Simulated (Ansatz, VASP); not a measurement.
One calculation of Ru, two programs

```
CELL_PARAMETERS angstrom
4.33198 0.00000 0.00000
-2.16599 3.75160 0.00000
0.00000 0.00000 2.73276
ATOMIC_POSITIONS crystal
Ru 0.00000 0.00000 0.00000
Ru 0.33333 0.66667 0.50000
Ru 0.66667 0.33333 0.50000
```

Alike in both runs: functional BLYP; k mesh 9 × 9 × 12; occupations fermi-dirac, width 0.1 eV; no spin polarisation.

Ansatz relaxed the structure, and its values are those at the end. VASP's run is a single point on that final structure, the one shown.

|  | VASP | Ansatz |
| --- | --- | --- |
| version | VASP 6.6.1 | Ansatz 0.2.0 |
| potentials or method | VASP PAW PBE potentials, release 64 (Ru_pv) | plane waves (420 eV) with PAW, scalar-relativistic |
| plane-wave cutoff (eV) | 520 | 420 |
| valence electrons in the cell | 42 | 48 |

VASP gave:

- pressure (GPa): 0.7

What did Ansatz give for the same quantities?

Pressure (GPa): 0.0.

With one functional, cell and mesh, what is left measures potentials, basis and numerics. The two sets of potentials don't hold the same shells in valence.

Caveats: the PAW data sets were made with another functional, which shifts forces and pressure a little (VASP).
